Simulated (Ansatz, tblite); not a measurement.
# CuCl with GFN1-xTB from a Python script

These are simulated results from tblite 0.8.0, not measurements. The cell was built from a prototype and was relaxed with r2SCAN in plane waves (Ansatz 0.2.0). Not every such cell is a known phase. All runs are without spin polarisation.

Space group F-43m (No. 216), cubic; a = 5.358 Å in the conventional setting, 19.22 Å³ an atom. Around Cu lie 4 Cl at 2.32 Å; around Cl lie 4 Cu at 2.32 Å.

tblite solves periodic systems at the zone centre alone, so the script builds a cluster of 2×2×2 conventional cells (64 atoms), which folds in a coarse mesh of k points.

The script, run.py:

```python
import json
from ase import Atoms
from ase.build import make_supercell
from ase.units import Bohr, GPa, Hartree
from tblite.interface import Calculator

atoms = Atoms(['Cu', 'Cl'],
              cell=[[-0.0, 2.678756, 2.678756], [2.678756, -0.0, 2.678756], [2.678756, 2.678756, 0.0]],
              scaled_positions=[[0.0, -0.0, -0.0], [0.25, 0.25, 0.25]],
              pbc=True)
cluster = make_supercell(atoms, [[-2, 2, 2], [-2, -2, 2], [2, -2, 2]])
calc = Calculator('GFN1-xTB', cluster.numbers, cluster.positions / Bohr, lattice=cluster.cell[:] / Bohr, periodic=cluster.pbc)
calc.set('temperature', 0.02 / Hartree)
calc.set('max-iter', 150)
res = calc.singlepoint()
levels = res.get('orbital-energies') * Hartree
nv = round(res.get('orbital-occupations').sum() / 2)
cells = len(cluster) // len(atoms)
out = {'energy_per_cell': res.get('energy') * Hartree / cells, 'homo': levels[nv - 1], 'lumo': levels[nv],
       'stress': (-res.get('virial') * Hartree / cluster.get_volume() / GPa).tolist(), 'charges': res.get('charges')[:len(atoms)].tolist(), 'electrons': 2 * nv / cells}
json.dump(out, open('results.json', 'w'))
for key, value in out.items():
    print(key, value)
```

Command: `python run.py`. It took 3.4 s on 1 thread of Arm Neoverse V1, with other jobs on the host, peak memory 0.14 GiB.

The log:

```
------------------------------------------------------------
  cycle        total energy    energy error   density error
------------------------------------------------------------
      1     -283.8271090046  -2.8347148E+02   8.3915658E-01
      2     -283.8575755727  -3.0466568E-02   5.0233370E-01
      3     -283.8645479995  -6.9724268E-03   1.1087599E-02
      4     -283.8657891211  -1.2411216E-03   2.1623839E-03
      5     -283.8658067576  -1.7636485E-05   1.2391661E-03
      6     -283.8658092277  -2.4701097E-06   4.1902373E-06
      7     -283.8658092278  -1.1920065E-10   4.3545549E-07
------------------------------------------------------------

 total:                                   2.713 sec
energy_per_cell -241.38694106304106
homo -7.270062326206722
lumo -5.452897271436028
stress [[5.945111206703355, 1.8249371104833463e-06, -1.824937122256543e-06], [1.8249371105773205e-06, 5.945111206703351, -1.824937119711043e-06], [-1.824937122273186e-06, -1.8249371198026761e-06, 5.945111206703378]]
charges [0.03987613151933089, -0.039882274051796736]
electrons 18.0
```

The cycle table is in hartree for the whole cluster, and the lines after it are in eV (the energy for one cell). The printed stress is in GPa and positive in compression, and the pressure is its mean diagonal.

GFN1-xTB gives a gap of 1.82 eV. On the same cell, plane-wave PBE (Ansatz, 8×8×8 k points and the special points) gives a gap of 0.60 eV and r2SCAN a gap of 0.97 eV; on shared hosts these took about 2.8 and 5.7 core-seconds on the 2-atom cell, against 3.4 for the script. Semilocal gaps usually lie below measured ones. xTB was fitted to molecules, so gaps, charges and pressures of solids can be far off, and the gap also depends on the size of the cluster.

The same script was run on cells scaled at fixed shape and fractional coordinates:

```csv
volume (Å³/atom),energy (meV/atom),"pressure (GPa, positive in compression)",gap (eV)
16.92,175.7,19.90,1.94
18.07,63.1,11.83,1.87
19.22,0.0,5.95,1.82
20.38,-26.3,1.59,1.77
21.53,-25.4,-1.68,1.74
```

A Birch-Murnaghan fit puts the minimum at 20.89 Å³/atom, 8.7 % above the given cell, with a bulk modulus of 59.8 GPa at fixed shape.

xTB was fitted mostly to molecules, and a small cluster samples few k points, so gaps, pressures and kinks along a curve can be far from a solid's.
